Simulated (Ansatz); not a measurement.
# Formation energy and levels of the substitutional impurity Bi_Si in SiC (F-43m)

Charge states of Bi_Si in SiC (F-43m), set against the band edges. Model: a cell of 54 host atoms with 1 Si taken out and 1 Bi put in.

Method: place-levels on r2SCAN runs: charge-transition levels and formation energies with image-charge correction and potential alignment at the atomic sites; PAW set soft_1, in Ansatz 0.2.0.

**What experiment says.**

For SiC, cubic 3C zincblende (literature value), “Insight into the structural, elastic and electronic properties of a new orthorhombic 6O-SiC polytype” (2020, pmc:7200658) quotes earlier work: band gap (indirect gap) 2.4 eV [literature value; measurement temperature and method not stated].

**1. Set-up**

The cell holds 54 atoms: 26 Si, 27 C and 1 Bi. Its edges and angles: a = 9.242 Å, b = 9.242 Å, c = 9.242 Å, α = 60.0°, β = 60.0°, γ = 60.0°. It derives from SiC (space group F-43m). Nearest the centre at fractional (0.333, 0.667, 0.667): Bi35 at 0.00 Å, C30 at 1.89 Å, C34 at 1.89 Å, C36 at 1.89 Å, C18 at 1.89 Å, Si25 at 3.08 Å, Si23 at 3.08 Å, Si13 at 3.08 Å.

The host's dielectric constants go in as inputs: 7.06 for the electrons alone, 10.43 with the ions, computed on the host (DFPT, PBEsol, on the r2SCAN cell), and a cell off the functional's own equilibrium shifts the ionic part.

The cell's shortest repeat is 9.2 Å.

**2. What was run first**

A transition level is the Fermi level at which two charge states cost the same, so each charge needs its own total energy, at its own relaxed structure.

Random displacements of about 0.05 Å break the site symmetry at the start, so that the relaxation can reach a distorted minimum if there is one. Forces are taken on a 2×2×2 shifted mesh. The cell holds 1 electron more than the neutral one, with a uniform background that keeps it neutral on the whole.

The sampling was tested on the host first: at the k-points planned (1x1x1 shifted 0.25 0.25 0.25) its energy lies 0.119 eV an atom from the dense-mesh value, so the final energies take a denser sampling.

One state's input; the others differ in charge, spin, start and seed, and in occupations where the table says so.

Contents of qm1.relax/input.yaml:

```yaml
crystal:
  lattice:
    - [0.0, 6.53488873, 6.53488873]
    - [6.53488873, 0.0, 6.53488873]
    - [6.53488873, 6.53488873, 0.0]
  atoms:
    - { symbol: Si, position: [0.0, 0.0, 0.0] }
    - { symbol: C, position: [0.08333333, 0.08333333, 0.08333333] }
[... 2 atom lines left out ...]
    - { symbol: Si, position: [0.0, 0.0, 0.66666667] }
    - { symbol: C, position: [0.08333333, 0.08333333, 0.75] }
[... 6 atom lines left out ...]
    - { symbol: Si, position: [0.0, 0.66666667, 0.0] }
    - { symbol: C, position: [0.08333333, 0.75, 0.08333333] }
[... 2 atom lines left out ...]
    - { symbol: Si, position: [0.0, 0.66666667, 0.66666667] }
    - { symbol: C, position: [0.08333333, 0.75, 0.75] }
[... 2 atom lines left out ...]
    - { symbol: Si, position: [0.33333333, 0.0, 0.33333333] }
[... 1 atom line left out ...]
    - { symbol: Si, position: [0.33333333, 0.0, 0.66666667] }
[... 1 atom line left out ...]
    - { symbol: Si, position: [0.33333333, 0.33333333, 0.0] }
    - { symbol: C, position: [0.41666667, 0.41666667, 0.08333333] }
[... 2 atom lines left out ...]
    - { symbol: Si, position: [0.33333333, 0.33333333, 0.66666667] }
    - { symbol: C, position: [0.41666667, 0.41666667, 0.75] }
    - { symbol: Si, position: [0.33333333, 0.66666667, 0.0] }
[... 1 atom line left out ...]
    - { symbol: Si, position: [0.33333333, 0.66666667, 0.33333333] }
    - { symbol: C, position: [0.41666667, 0.75, 0.41666667] }
    - { symbol: Bi, position: [0.33333333, 0.66666667, 0.66666667] }
    - { symbol: C, position: [0.41666667, 0.75, 0.75] }
[... 10 atom lines left out ...]
    - { symbol: Si, position: [0.66666667, 0.33333333, 0.66666667] }
[... 3 atom lines left out ...]
    - { symbol: Si, position: [0.66666667, 0.66666667, 0.33333333] }
[... 1 atom line left out ...]
    - { symbol: Si, position: [0.66666667, 0.66666667, 0.66666667] }
    - { symbol: C, position: [0.75, 0.75, 0.75] }
  host:
    repeats: [3, 3, 3]
    atoms:
      - { symbol: Si, position: [0.0, 0.0, 0.0] }
      - { symbol: C, position: [0.25, 0.25, 0.25] }
total_charge: -1
basis:
  ecutwfc: 500
  xc_grid: 2
hamiltonian:
  xc: r2scan
  pseudopotentials: { kind: paw, azcp: { folder: soft_1 } }
kpoints:
  mp_grid: { grid: [2, 2, 2], shift: [0.5, 0.5, 0.5] }
scf:
  occupations: { method: fixed }
  max_iter: 100
output:
  forces: true
  charged_corrections:
    epsilon: 7.06
    static_epsilon: 10.43
    defect_position: [0.333333, 0.666667, 0.666667]
relax:
  f_tol: 0.02
  max_steps: 80
  random_displacement: { amplitude: 0.05, seed: 7297 }
checkpoint:
  write: "../qm1.relax.run"
  compress: false
  write_wavefunctions: true
  write_every: 100000
```

On the command line:

```sh
$ ansatz run input.yaml --threads 4 --pin off --max-ram 7536MiB --backend cpu --events-out ev --progress --plain --runs-dir out
```

The run of this state that the levels use, under r2SCAN:

Contents of qm1.point/input.yaml:

```yaml
crystal:
  checkpoint: "../qm1.relax.run"
  host: checkpoint
total_charge: -1
basis:
  ecutwfc: 500
  xc_grid: 2
hamiltonian:
  xc: r2scan
  pseudopotentials: { kind: paw, azcp: { folder: soft_1 } }
kpoints:
  mp_grid: { grid: [2, 2, 2], shift: [0.5, 0.5, 0.5] }
scf:
  occupations: { method: fixed }
  max_iter: 100
output:
  forces: true
  eigenvalues: true
  charged_corrections:
    epsilon: 7.06
    static_epsilon: 10.43
    defect_position: [0.333333, 0.666667, 0.666667]
  eigenstates: { localisation: true }
  populations: true
  band_densities: [{ bands: [v1, v1] }, { bands: [c1, c1] }]
  write_density: true
  write_potential: true
  volumetric_format: npy
checkpoint:
  read: "../qm1.relax.run"
  write: "../qm1.point.run"
  compress: false
  write_wavefunctions: false
  write_every: 100000
```

Relaxations under r2SCAN at a 2×2×2 shifted mesh; times on 4 threads of Arm Neoverse N1, shared host:

```tsv
charge	moment (μB)	occupations	outcome	steps	largest displacement against the far atoms (Å)	time
−1	0	fixed	converged	6	0.25	4.3 min
0	1	fixed	converged	5	0.24	9.5 min
+1	0	fixed	converged	6	0.24	4.2 min
−1	2	fixed	converged	9	0.28	14 min
```

Single points under r2SCAN at a 2×2×2 shifted mesh; times on 4 threads of Arm Neoverse N1, shared host:

```tsv
charge	moment (μB)	occupations	outcome	time
−1	0	fixed	converged	42 s
0	1	fixed	converged	85 s
+1	0	fixed	converged	56 s
−1	2	fixed	converged	87 s
```

Distances (Å) from Bi35 to the nearest atoms after relaxation with r2SCAN:

```tsv
charge	moment (μB)	1.	2.	3.	4.	5.	6.
−1	0	C 2.13	C 2.13	C 2.13	C 2.13	Si 3.11	Si 3.11
−1	2	C 2.14	C 2.14	C 2.14	C 2.15	Si 3.12	Si 3.12
0	1	C 2.12	C 2.12	C 2.12	C 2.13	Si 3.12	Si 3.12
+1	0	C 2.12	C 2.12	C 2.12	C 2.12	Si 3.13	Si 3.13
```

**3. Placing the levels, r2SCAN**

A charged cell interacts with its images and the background, and its potential has another zero than the host's. place-levels removes the first by a point-charge model, screened by the static dielectric constant since the ions have relaxed around the charge, and the second by comparing potentials at atoms far from the defect.

The host is a run of the defect-free crystal in the same cutoffs, grids and k-points, so that basis and sampling errors cancel in part in the differences. The host is run in a cell of 2 atoms on a matching mesh. Its band edges are searched through the zone by a band path, so the gap is smaller than, or equal to, that on the mesh. Chemical potentials are energies per atom of Si (diamond) and Bi (A7 rhombohedral), run with the same functional and cutoff.

Contents of levels.point.yaml:

```yaml
host:
  run: host.point.run
states: [qm1.point.run, q0_M1.point.run, qp1.point.run, qm1_M2.point.run]
geometry_from:
  qm1.point.run: qm1.relax.run
  q0_M1.point.run: q0_M1.relax.run
  qp1.point.run: qp1.relax.run
  qm1_M2.point.run: qm1_M2.relax.run
  host.point.run: host.relax.run
chemical_potentials:
  Si:
    energy: -639.06578
    dataset: <sha256 of the dataset>
  Bi:
    energy: -12413.333252
    dataset: "<sha256 of the dataset>"
epsilon: 7.06
static_epsilon: 10.43
vertical:
  - { from: qm1.point.run, to: qm1.point_neutral.run }
  - { from: qp1.point.run, to: qp1.point_neutral.run }
  - { from: qm1_M2.point.run, to: qm1_M2.point_neutral.run }
```

On the command line:

```sh
$ ansatz place-levels levels.point.yaml -- --threads 4 --pin off --max-ram 7536MiB
```

Numbers of over 12 decimals in the logs are rounded to 6 here.

Output:

```text
[... repeated set-up lines and file paths are left out, and long positions are rounded to six places ...]
(+1/0) 1.764 eV above the valence edge (+2.042 eV without the band-filling correction), in the conduction band; not on the lower envelope
(0/-1) 1.751 eV above the valence edge (+2.411 eV without the band-filling correction), in the conduction band; not on the lower envelope
(+1/-1) 1.758 eV above the valence edge (+2.226 eV without the band-filling correction), in the conduction band: charges between them are lowest nowhere
formation energy of charge +1: +4.712 eV with the Fermi level at the valence edge
formation energy of charge 0: +6.476 eV with the Fermi level at the valence edge
formation energy of charge -1: +8.227 eV with the Fermi level at the valence edge
vertical -1 to 0: no energy, since no alignment is typed
  the change from vertical[0].from (qm1.point.run) to vertical[0].to (qm1.point_neutral.run): by its potential at epsilon 7.06 it stands at 0.310 0.645 0.646, with an rms radius of about 5.6 Å (3.2 3.2 3.2 Å across the planes of the cell's vectors); [...]
vertical +1 to 0: no energy, since no alignment is typed
  the change from vertical[1].from (qp1.point.run) to vertical[1].to (qp1.point_neutral.run): by its potential at epsilon 7.06 it stands at 0.309 0.643 0.643, with an rms radius of about 5.7 Å (3.3 3.3 3.3 Å across the planes of the cell's vectors); [...]
vertical -1 to 0: no energy, since no alignment is typed
  the change from vertical[2].from (qm1_M2.point.run) to vertical[2].to (qm1_M2.point_neutral.run): by its potential at epsilon 7.06 it stands at 0.382 0.717 0.715, with an rms radius of about 3.7 Å (2.1 2.1 2.1 Å across the planes of the cell's vectors); [...]
  edges by r2scan, gap 1.710 eV; the host is sampled to repeats of 18.48 Å
  the defect's cells are sampled to repeats of 18.48 Å, like sampling
  charge +1: -35844.8505 eV with its correction of +0.726 eV, at epsilon 10.43, aligned at sites: +0.4836 eV, mean over 19 atomic sites at or beyond 4.62 Å from the defect at [0.3333, 0.6667, 0.6667], with +0.000000 for the charge's moments and without [...]
  charge 0: +0.000 eV for its dipole among its images, +0.000 omitted
  charge -1: -35821.6427 eV with its correction of -0.370 eV, at epsilon 10.43, aligned at sites: +0.6118 eV, mean over 19 atomic sites at or beyond 4.62 Å from the defect at [0.3333, 0.6667, 0.6667], with +0.000000 for the charge's moments and without [...]
  charge -1: states[3] (qm1_M2.point.run) stands 0.787 eV higher, with a moment of 2.00 μB against 0.00
  of states[2] (qp1.point.run): it parts from the run at its places by a charge that spreads by about 3.3 Å along one vector (1.3 Å or more is wide), by its potential at epsilon 7.06, taken for that of held ions (one typed too small widens it), where the cell [...]
  of states[1] (q0_M1.point.run): a band-filling correction moves a carrier to the host's band edge, which changes its energy by -0.278 eV; [...]
  of states[0] (qm1.point.run): it parts from the run at its places by a charge that spreads by about 3.2 Å along one vector (1.3 Å or more is wide), by its potential at epsilon 7.06, taken for that of held ions (one typed too small widens it), where the cell [...]
  of states[3] (qm1_M2.point.run): it parts from the run at its places by a charge that spreads by about 2.1 Å along one vector (1.3 Å or more is wide), by its potential at epsilon 7.06, taken for that of held ions (one typed too small widens it), where the [...]
  of vertical[0].from (qm1.point.run): it parts from the run at its places by a charge that spreads by about 3.2 Å along one vector (1.3 Å or more is wide), by its potential at epsilon 7.06, taken for that of held ions (one typed too small widens it), where [...]
  of vertical[0].to (qm1.point_neutral.run): stability_check_not_made
  of vertical[1].from (qp1.point.run): it parts from the run at its places by a charge that spreads by about 3.3 Å along one vector (1.3 Å or more is wide), by its potential at epsilon 7.06, taken for that of held ions (one typed too small widens it), where [...]
  of vertical[1].to (qp1.point_neutral.run): stability_check_not_made
  of vertical[2].from (qm1_M2.point.run): its moments are held at its close (magnetization.spin_locking), by a field of 0.445 eV a Bohr magneton, and its energy and levels are of the state that this holds: a run that lets them go can end lower; [...]
  of vertical[2].to (qm1_M2.point_neutral.run): stability_check_not_made
```

Elapsed: 0.62 s, on 4 threads of Arm Neoverse N1, shared host.

Levels between the charges placed, in eV above the valence top:

```tsv
	gap (eV)	(+1/0)	(0/−1)
r2SCAN	1.71	1.76	1.75
```

Corrections by state:

```tsv
charge	moment (μB)	image terms and alignment (eV)	band filling (eV)	ε used	over the lowest of its charge, as the program ranks them, band filling apart (eV)
+1	0.0	0.726	-	10.43	0.000
0	1.0	0.000	-0.278	-	0.000
−1	0.0	-0.370	-0.937	10.43	0.000
−1	2.0	-0.366	-	10.43	0.787
```

The charged structures listed were also run neutral, and place-levels reads from each pair, by the potential or the spins, how wide the charge is by which they differ; that can be the carrier of either run.

```tsv
charge	rms radius (Å)	spread where it is widest against the cell (Å)	wide from (Å)	reading
+1	5.7	3.28	1.31	wide
−1	5.6	3.21	1.31	wide
```

The neutral runs of these pairs need not share the spin of the lowest neutral state, and very wide values only mean spread over the cell.

From the program's caveats on the states, each cut to its opening words:

- charge +1: it parts from the run at its places by a charge that spreads by about 3.3 Å along one vector (1.3 Å or more is wide), by its potential at epsilon 7.06, taken [...]
- charge +1: its alignment with the host at atomic sites is doubtful: the mean over the far sites moves by +0.1156 eV from their farther parts to their nearer, more than [...]
- charge 0 (1 μB): a band-filling correction moves a carrier to the host's band edge, which changes its energy by -0.278 eV
- charge 0 (1 μB): its alignment with the host at atomic sites is doubtful: the mean over the far sites moves by +0.0874 eV from their farther parts to their nearer, more than [...]
- charge 0 (1 μB), −1 (2 μB): flagged: stability check not made
- charge −1: it parts from the run at its places by a charge that spreads by about 3.2 Å along one vector (1.3 Å or more is wide), by its potential at epsilon 7.06, taken [...]
- charge −1: a band-filling correction moves a carrier to the host's band edge, which changes its energy by -0.937 eV
- charge −1: its alignment with the host at atomic sites is doubtful: the mean over the far sites moves by +0.0610 eV from their farther parts to their nearer, more than [...]
- charge −1 (2 μB): it parts from the run at its places by a charge that spreads by about 2.1 Å along one vector (1.3 Å or more is wide), by its potential at epsilon 7.06, taken [...]
- charge −1 (2 μB): its alignment with the host at atomic sites is doubtful: the mean over the far sites moves by +0.0951 eV from their farther parts to their nearer, more than [...]
- charge −1 (2 μB): its moments are held at its close (magnetization.spin_locking), by a field of 0.445 eV a Bohr magneton, and its energy and levels are of the state that this [...]
- charge −1 (2 μB): filled levels lie above empty ones at the fixed electron count

The host's formation energy from the elements is -0.356 eV per atom; it sets how far the chemical potentials can move.

Formation energies (eV), C-rich (Δμ(C) = 0.00 eV, Δμ(Si) = -0.71 eV, Δμ(Bi) = 0.00 eV):

```tsv
charge	Fermi level at the valence top	at the conduction bottom
+1	4.00	5.71
0	5.76	5.76
−1	7.52	5.81
```

Formation energies (eV), Si-rich (Δμ(Si) = 0.00 eV, Δμ(C) = -0.71 eV, Δμ(Bi) = 0.00 eV):

```tsv
charge	Fermi level at the valence top	at the conduction bottom
+1	4.71	6.42
0	6.48	6.48
−1	8.23	6.52
```

**4. Summary of results**

| Property | Result |
| --- | --- |
| gap of the host | 1.71 eV (r2SCAN) |
| level (plus 1/0) | 1.76 eV above the valence top, past the conduction bottom, not a change between lowest states (2.04 eV above the valence top without the band-filling term) |
| level (0/minus 1) | 1.75 eV above the valence top, past the conduction bottom, not a change between lowest states (2.41 eV above the valence top without the band-filling term) |
| lowest of the charges placed, just above the valence top (0.02 eV) | +1 |
| lowest of the charges placed, just below the conduction bottom (0.02 eV) | +1 |
| lowest formation energy at mid-gap of the charges run, C-rich | 4.86 eV |
| lowest formation energy at mid-gap of the charges run, Si-rich | 5.57 eV |

What this shows: Of the charges placed (−1, 0 and +1), +1 is the lowest from 0.02 eV above the valence top to 0.02 eV below the conduction bottom, a gap of 1.71 eV. Charges above +1 were not placed, so these runs say nothing of levels that involve them. States placed: +1 at 0 μB; 0 at 1 μB; −1 at 0 μB and 2 μB. Other spin states or structures, where not listed, weren't placed. The program finds carriers beyond a band edge of the host and adds a band-filling term at charge −1 (-0.94 eV) and 0 (-0.28 eV); steps to such a charge show no bound level, and a defect level inside a band would be read the same way. Bi is taken at its element; compounds, which aren't counted here, bound the chemical potentials and would shift these formation energies. The program doubts the alignment of potentials for at least one state, a sign that the cell is small. What this leaves open: r2SCAN makes the gap too small and tends to spread out bound carriers; spin–orbit coupling, which can matter with heavy atoms, is left out.

Computed beside measured:

| quantity | measured | r2SCAN |
| --- | --- | --- |
| band gap (least gap of the host) (eV) | 2.4 | 1.71 (-0.69 eV) |

Measured values from pmc:7200658 (2020).

How well it matches: The band gap is off by -0.69 eV: a clear miss. Local and semilocal functionals usually give gaps below the measured ones. Zero-point and thermal motion shift the measured gap.

[Logs are printed without paths, hosts, clocks, repeated set-up lines and the standing remarks that a program may print on its own settings, such as how far it seeks lower states.]

[Hosts, paths, dates, database ids (printed as entryN), source tags and the programs' standing remarks are cut or masked in the printed files.]

[Where a table of states has a column of steps, it counts the stored structures, which are thinned; the runs took as many ionic steps or more.]

[A defect's name tells the site on which it was built; relaxed atoms can leave that site.]

[For some hosts the program warned that the k-mesh of the response run may be too coarse for force constants and the static dielectric constant; such warnings are not shown here.]
